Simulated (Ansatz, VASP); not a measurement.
# BAs in VASP and in Ansatz

The input INCAR:

```
PREC     = Accurate       # precision mode
ENCUT    = 520            # plane-wave cutoff, eV
EDIFF    = 1E-6           # SCF threshold, eV
ISMEAR   = 0              # smearing method
SIGMA    = 0.05           # smearing width, eV
LREAL    = F              # projectors in reciprocal space
LASPH    = T              # aspherical terms in the spheres
NELM     = 80             # most SCF steps
ALGO     = Normal         # electronic algorithm
ISIF     = 2              # what is computed and relaxed
LWAVE    = F              # write WAVECAR
LCHARG   = F              # write CHGCAR
NBANDS   = 11             # bands
```

File KPOINTS:

```
Automatic mesh
0
Gamma
  10 10 10
```

The input POSCAR:

```
BAs
1.0
    0.0000000000      2.4840400000      2.5795800000
    2.4840400000      0.0000000000      2.5795800000
    2.4840400000      2.4840400000      0.0000000000
B As
1 1
Direct
    0.0000000000      0.0000000000      0.0000000000
    0.7500000000      0.7500000000      0.7500000000
```

Input for Ansatz:

```yaml
crystal:
  lattice:
    - [0.0, 2.48404, 2.57958]
    - [2.48404, 0.0, 2.57958]
    - [2.48404, 2.48404, 0.0]
  atoms:
    - { symbol: B, position: [0.0, 0.0, 0.0] }
    - { symbol: As, position: [0.75, 0.75, 0.75] }
basis:
  ecutwfc: 420
kpoints:
  mp_grid: { grid: [10, 10, 10] }
hamiltonian:
  xc: lda
scf:
  occupations: { method: gaussian, width: 0.05 }
output:
  forces: true
  stress: true
  eigenvalues: true
```

Change from the starting cell: strain +0.040 along x and y, +0.080 along z, atoms carried along.

Alike in both runs: task single point; functional LDA; k mesh 10 × 10 × 10; occupations gaussian, width 0.05 eV; no spin polarisation.

```csv
,VASP,Ansatz
version,VASP 6.6.1,Ansatz 0.2.0
potentials or method,"VASP PAW LDA potentials, release 64 (B, As)","scalar-relativistic, plane waves, PAW"
plane-wave cutoff (eV),520,420
valence electrons in the cell,8,18
```

|  | VASP | Ansatz | Ansatz less VASP |
| --- | --- | --- | --- |
| gap on the k mesh at the Fermi level (eV) | 0.99 | 1.00 | +0.005 |
| least direct gap on the mesh (eV) | 2.69 | 2.65 | -0.039 |
| pressure (GPa) | -18.1 | -18.4 | -0.38 |
| largest component of the traceless stress (GPa) | 4.66 | 4.67 | +0.010 |

The two sets of potentials don't hold the same shells in valence.

Caveats: so large a pressure means that the cell lies far from this level's equilibrium, or that cutoff or potentials fall short (VASP). A k mesh can miss the band edges.
